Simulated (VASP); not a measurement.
Cs, 4 atoms in the cell. The cell holds a slab with vacuum, 4 atoms: a = 5.584 Å, b = 7.897 Å, c = 23.376 Å, α = 90.00°, β = 90.00°, γ = 90.00°. The slab is cut from a database's or a generator's crystal, which needn't be the stable form of the element.

* Program: VASP 6.6.1
* Task: single point
* Functional: PBE
* Potentials or basis: VASP PAW PBE potentials, release 64 (Cs_sv)
* Cutoff: 600 eV
* k mesh: 4 × 3 × 1
* Occupations: fermi-dirac, width 0.05 eV
* Spin: no spin polarisation
* Dipole correction: yes
* Further INCAR settings: ALGO = Normal; EDIFF = 1e-06; NBANDS = 26

Potentials or basis: VASP PAW PBE potentials, release 64 (Cs_sv).

The run is started by

```console
$ cat potpaw_PBE.64/Cs_sv/POTCAR > POTCAR
$ mpirun -np 1 vasp_std > vasp.out
```

Hardware: 1 thread of Intel(R) Xeon(R) Platinum 8259CL CPU @ 2.50GHz (Skylake/Cascade Lake), on a shared host.

**Question.** Estimate the wall time of this run.

**Answer.** Wall time 5.3 min on 1 thread of Intel(R) Xeon(R) Platinum 8259CL CPU @ 2.50GHz (Skylake/Cascade Lake) (shared host), peak memory 1 GiB. Counts: scf iterations 19, k points 6.
